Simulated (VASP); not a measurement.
A run of VASP 6.6.1 is set up as follows.

Contents of INCAR:

```
SYSTEM = MgB2
  ALGO = Normal
  EDIFF = 1E-7
  ENCUT = 520
  GGA = PS
  ISIF = 2
  ISMEAR = -1
  LASPH = .TRUE.
  LCHARG = .TRUE.
  LELF = .TRUE.
  LREAL = .FALSE.
  LVHAR = .TRUE.
  LWAVE = .FALSE.
  NBANDS = 11
  NELM = 80
  PREC = Accurate
  SIGMA = 0.05
```

File KPOINTS:

```
k-points
0
G
  10 10 8
  0 0 0
```

The input POSCAR:

```
MgB2
1.0
    3.0850000000      0.0000000000      0.0000000000
   -1.5425000000      2.6716883707      0.0000000000
    0.0000000000      0.0000000000      3.5230000000
Mg B
1 2
Direct
    0.0195880000     -0.0064130000     -0.0098050000
    0.6644080000      0.3216100000      0.4917100000
    0.3363740000      0.6663920000      0.5092550000
```

Potentials or basis: VASP PAW PBE potentials, release 64 (Mg, B).

The run is started by

```bash
$ cat potpaw_PBE.64/Mg/POTCAR potpaw_PBE.64/B/POTCAR > POTCAR
$ mpirun -np 1 vasp_std > vasp.out
```

(1) What does it give for the largest force?

(2) Predict the pressure.

(3) Predict the band gap on the k mesh.

Results:

(1) 0.736 eV/Å.

(2) -2.7 GPa.

(3) none (metal or under the smearing width).

Caveat: the PAW data sets were made with another functional, which shifts forces and pressure a little.
